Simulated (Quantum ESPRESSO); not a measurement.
A run of Quantum ESPRESSO 7.5:

The input pw.in:

```
&CONTROL
  calculation = 'scf'
  prefix = 'pwscf'
  outdir = './tmp'
  pseudo_dir = './pseudo'
  tprnfor = .true.
  tstress = .true.
  disk_io = 'low'
/
&SYSTEM
  ibrav = 0
  nat = 1
  ntyp = 1
  ecutwfc = 56
  nbnd = 13
  occupations = 'smearing'
  smearing = 'mv'
  degauss = 0.01999163
/
&ELECTRONS
  conv_thr = 2d-10
  electron_maxstep = 120
  mixing_beta = 0.5
/
ATOMIC_SPECIES
Pb   207.2000 Pb.upf
CELL_PARAMETERS angstrom
   0.0000000000    2.4750200000    2.4750200000
   2.4750200000    0.0000000000    2.4750200000
   2.4750200000    2.4750200000    0.0000000000
ATOMIC_POSITIONS crystal
Pb     0.0000000000    0.0000000000    0.0000000000
K_POINTS automatic
9 9 9 0 0 0
```

Contents of relax.in:

```
&CONTROL
  calculation = 'vc-relax'
  prefix = 'pwscf'
  outdir = './tmp'
  pseudo_dir = './pseudo'
  tprnfor = .true.
  tstress = .true.
  disk_io = 'low'
  nstep = 40
  forc_conv_thr = 0.0001
  etot_conv_thr = 1d-06
/
&SYSTEM
  ibrav = 0
  nat = 1
  ntyp = 1
  ecutwfc = 56
  nbnd = 13
  occupations = 'smearing'
  smearing = 'mv'
  degauss = 0.01999163
/
&ELECTRONS
  conv_thr = 2d-10
  electron_maxstep = 120
  mixing_beta = 0.5
/
&IONS
  ion_dynamics = 'bfgs'
/
&CELL
  cell_dynamics = 'bfgs'
  press = 0
  press_conv_thr = 0.2
/
ATOMIC_SPECIES
Pb   207.2000 Pb.upf
CELL_PARAMETERS angstrom
   0.0000000000    2.4750200000    2.4750200000
   2.4750200000    0.0000000000    2.4750200000
   2.4750200000    2.4750200000    0.0000000000
ATOMIC_POSITIONS crystal
Pb     0.0000000000    0.0000000000    0.0000000000
K_POINTS automatic
9 9 9 0 0 0
```

Contents of scf2.in:

```
&CONTROL
  calculation = 'scf'
  prefix = 'pwscf'
  outdir = './tmp'
  pseudo_dir = './pseudo'
  tprnfor = .true.
  tstress = .true.
  disk_io = 'low'
/
&SYSTEM
  ibrav = 0
  nat = 1
  ntyp = 1
  ecutwfc = 56
  nbnd = 13
  occupations = 'smearing'
  smearing = 'mv'
  degauss = 0.01999163
/
&ELECTRONS
  conv_thr = 1d-13
  electron_maxstep = 120
  mixing_beta = 0.5
  startingpot = 'file'
  startingwfc = 'file'
/
ATOMIC_SPECIES
Pb   207.2000 Pb.upf
CELL_PARAMETERS angstrom
   0.0000000000    2.4656922529    2.4656922529
   2.4656922529    0.0000000000    2.4656922529
   2.4656922529    2.4656922529    0.0000000000
ATOMIC_POSITIONS crystal
Pb     0.0000000000    0.0000000000    0.0000000000
K_POINTS automatic
9 9 9 0 0 0
```

Contents of ph.in:

```
phonons of Pb
&INPUTPH
  prefix = 'pwscf'
  outdir = './tmp'
  tr2_ph = 1d-18
  fildyn = 'dyn'
  niter_ph = 90
  alpha_mix(1) = 0.4
/
0.3535533906 0.3535533906 0.3535533906
```

Potentials or basis: PseudoDojo 0.4.1 SR PBEsol standard.

Command:

```bash
$ OMP_NUM_THREADS=1 pw.x -in pw.in > pw.out
$ OMP_NUM_THREADS=1 pw.x -in relax.in > relax.out
$ OMP_NUM_THREADS=1 pw.x -in scf2.in > scf2.out
$ OMP_NUM_THREADS=1 ph.x -in ph.in > ph.out
```

Hardware: 1 thread of Intel(R) Xeon(R) Platinum 8259CL CPU @ 2.50GHz (Skylake/Cascade Lake) (shared host).

Q: Estimate the wall time of this run.

A: Wall time 2.7 min on 1 thread of Intel(R) Xeon(R) Platinum 8259CL CPU @ 2.50GHz (Skylake/Cascade Lake), on a shared host, peak memory 0.09 GiB. Counts: scf iterations 40, k pools 1, bands 13, ion steps 5, k points 35, g dense 11575.
